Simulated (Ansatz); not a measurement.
Molecular dynamics on a 2×2×2 supercell (16 atoms) of BeTe (F-43m), relaxed with r2SCAN. Forces come from PBE in Ansatz 0.2.0: Langevin thermostat and barostat (NPT), 200 K, steps of 2 fs. Classical nuclei, no spin polarisation; a few dozen steps show the first response, not equilibrium.

```yaml
crystal:
  lattice:
    - [0.0, 5.6572457521, 5.6572457521]
    - [5.6572457521, 0.0, 5.6572457521]
    - [5.6572457521, 5.6572457521, 0.0]
  atoms:
    - { symbol: Be, position: [0.0, 0.0, 0.0] }
    - { symbol: Te, position: [0.125, 0.125, 0.125] }
    - { symbol: Be, position: [0.0, 0.0, 0.5] }
    - { symbol: Te, position: [0.125, 0.125, 0.625] }
    - { symbol: Be, position: [0.0, 0.5, 0.0] }
    - { symbol: Te, position: [0.125, 0.625, 0.125] }
    - { symbol: Be, position: [0.0, 0.5, 0.5] }
    - { symbol: Te, position: [0.125, 0.625, 0.625] }
    - { symbol: Be, position: [0.5, 0.0, 0.0] }
    - { symbol: Te, position: [0.625, 0.125, 0.125] }
    - { symbol: Be, position: [0.5, 0.0, 0.5] }
    - { symbol: Te, position: [0.625, 0.125, 0.625] }
    - { symbol: Be, position: [0.5, 0.5, 0.0] }
    - { symbol: Te, position: [0.625, 0.625, 0.125] }
    - { symbol: Be, position: [0.5, 0.5, 0.5] }
    - { symbol: Te, position: [0.625, 0.625, 0.625] }
kpoints:
  mp_grid: { grid: [2, 2, 2] }
hamiltonian:
  xc: pbe
scf:
  occupations: { method: fermi_dirac, width: 0.02 }
md:
  ensemble: npt_langevin
  temperature: 200
  timestep: 2.0
  n_steps: 40
  initial_velocities: maxwell_boltzmann
  seed: 8761
```

Command: `ansatz run input.yaml --threads 4 --pin off --max-ram 3686MiB --backend cpu --events-out ev --progress --plain --runs-dir out`. It took 3.7 min on 4 threads of Arm Neoverse N1 (shared host); peak host memory 1.3 GiB.

```tsv
step	t (fs)	T (K)	free energy F from step 0 (meV/atom)	kinetic energy (meV/atom)	pressure (GPa)	volume (Å³/atom)	largest force (eV/Å)
0	0	188	0.0	24.2	0.75	22.63	0.00
1	2	170	0.4	21.9	0.74	22.63	0.17
2	4	160	1.6	20.7	0.73	22.64	0.34
3	6	158	3.5	20.5	0.72	22.66	0.50
4	8	137	5.7	17.7	0.68	22.68	0.65
5	10	142	8.1	18.4	0.67	22.71	0.77
6	12	129	10.5	16.6	0.64	22.73	0.88
7	14	113	12.6	14.7	0.62	22.75	0.95
8	16	98	14.1	12.6	0.60	22.76	0.98
9	18	109	15.1	14.1	0.58	22.78	0.97
10	20	107	15.4	13.8	0.55	22.79	0.93
11	22	110	15.1	14.3	0.50	22.81	0.85
12	24	125	14.3	16.1	0.43	22.84	0.74
13	26	141	13.3	18.2	0.36	22.86	0.72
14	28	161	12.1	20.7	0.28	22.88	0.71
15	30	184	10.8	23.8	0.20	22.91	0.71
16	32	185	9.9	23.9	0.09	22.94	0.72
17	34	196	9.4	25.4	-0.01	22.98	0.73
18	36	190	9.5	24.5	-0.10	23.01	0.73
19	38	182	10.0	23.6	-0.19	23.04	0.73
20	40	180	11.0	23.3	-0.27	23.08	0.72
21	42	164	12.3	21.2	-0.35	23.11	0.71
22	44	162	13.8	20.9	-0.40	23.14	0.70
23	46	131	15.2	17.0	-0.47	23.16	0.75
24	48	131	16.4	17.0	-0.52	23.19	0.79
25	50	113	17.4	14.6	-0.58	23.22	0.81
26	52	125	18.1	16.2	-0.62	23.24	0.80
27	54	121	18.5	15.6	-0.67	23.26	0.77
28	56	123	18.6	15.9	-0.69	23.27	0.75
29	58	129	18.8	16.7	-0.72	23.29	0.74
30	60	143	18.9	18.5	-0.75	23.31	0.76
31	62	128	19.1	16.5	-0.80	23.33	0.77
32	64	124	19.1	16.0	-0.82	23.33	0.79
33	66	122	19.1	15.8	-0.85	23.35	0.80
34	68	126	19.2	16.3	-0.88	23.36	0.80
35	70	125	19.2	16.2	-0.90	23.37	0.83
36	72	128	18.9	16.6	-0.90	23.37	0.84
37	74	141	18.8	18.3	-0.88	23.37	0.86
38	76	144	18.9	18.7	-0.85	23.36	0.87
39	78	136	19.1	17.6	-0.81	23.35	0.86
40	80	140	19.1	18.1	-0.77	23.33	0.81
```

The temperature starts at 188 K, is lowest at step 8 (98 K, 16 fs) and ends at 140 K. The thermostat hasn't had time to restore it. The atoms start on their lattice sites with kinetic energy alone, so much of it first passes into potential energy.

Positions (Å) and forces (eV/Å) at step 40:
```
cell (Å): 0.000 5.715 5.715; 5.715 0.000 5.715; 5.715 5.715 0.000
Be   0.015  -0.070  -0.047    -0.168   0.278   0.155
Te   1.432   1.454   1.349    -0.185  -0.374   0.275
Be   2.845   2.862   0.039     0.007   0.255  -0.630
Te   4.299   4.218   1.461    -0.107   0.439  -0.442
Be   2.927   0.038   2.759    -0.138   0.041   0.137
Te   4.237   1.435   4.322     0.359  -0.154  -0.223
Be   5.658   2.840   2.813     0.492  -0.227   0.597
Te   7.185   4.379   4.185    -0.102  -0.583   0.248
Be  -0.008   2.858   2.802     0.118  -0.298   0.338
Te   1.440   4.255   4.272    -0.077  -0.382   0.270
Be   2.891   5.625   2.914     0.014   0.245  -0.090
Te   4.236   7.152   4.280     0.518  -0.091   0.162
Be   2.865   2.840   5.770    -0.266  -0.156   0.041
Te   4.378   4.267   7.102    -0.576   0.086   0.045
Be   5.784   5.672   5.744    -0.121   0.302  -0.542
Te   7.129   7.022   7.241     0.232   0.619  -0.340
```
